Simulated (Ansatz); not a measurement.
# MgB2: the cost of one run

Computed with Ansatz 0.2.0 (DFT PBE, scalar-relativistic, unless a step's input says otherwise).

## (1) The system as given

It takes space group P6/mmm (No. 191, hexagonal). Conventional cell: a = 3.085 Å, b = 3.085 Å, c = 3.523 Å, α = 90.00°, β = 90.00°, γ = 120.00°. Around Mg (site symmetry 6/mmm) lie 12 B at 2.51 Å. B (site symmetry -6m2) has 3 B at 1.78 Å and 6 Mg at 2.51 Å as nearest neighbours.

Coordinates:

```xyz
3
Lattice="3.0850 0.0000 0.0000 -1.5425 2.6717 0.0000 0.0000 0.0000 3.5230" Properties=species:S:1:pos:R:3 pbc="T T T"
Mg    0.0000    0.0000    0.0000
B     0.0000    1.7811    1.7615
B     1.5425    0.8906    1.7615
```

Atoms are numbered in the order of the input: Mg1, B2, B3.

## (2) The deformed structure

Space group P6/mmm before, P6/mmm after.

## (3) All-electron LAPW

input.yaml

```yaml
crystal:
  lattice:
    - [3.0541506984, 0.0, 0.0]
    - [-1.5270753493, 2.6449720919, 0.0]
    - [0.0, 0.0, 3.523]
  atoms:
    - { symbol: Mg, position: [0.0, 0.0, 0.0] }
    - { symbol: B, position: [0.3333333333, 0.6666666667, 0.5] }
    - { symbol: B, position: [0.6666666667, 0.3333333333, 0.5] }
kpoints:
  mp_grid: { grid: [12, 12, 9] }
  band_path:
    path:
      - [0.0, 0.0, 0.0]
      - [0.5, 0.0, 0.0]
      - [0.3333333333, 0.3333333333, 0.0]
      - [0.0, 0.0, 0.0]
      - [0.0, 0.0, 0.5]
      - [0.5, 0.0, 0.5]
      - [0.3333333333, 0.3333333333, 0.5]
      - [0.0, 0.0, 0.5]
      - [0.5, 0.0, 0.5]
    npoints: 5
scf:
  occupations: { method: fermi_dirac, width: 0.05 }
hamiltonian:
  xc: pbe
  pseudopotentials: { kind: all_electron, lapw: { basis_error: 0.0005 } }
output:
  forces: true
  stress: true
  eigenvalues: true
```

Run with:

```sh
$ ansatz run input.yaml --threads 1 --pin off --max-ram 6144MiB --backend cpu --events-out ev --progress --plain --runs-dir out
```

Q: Estimate wall time and peak memory on 1 thread of Intel Xeon 6975P-C (Granite Rapids), shared host.

About 8.5 s, with a peak of 0.39 GiB.
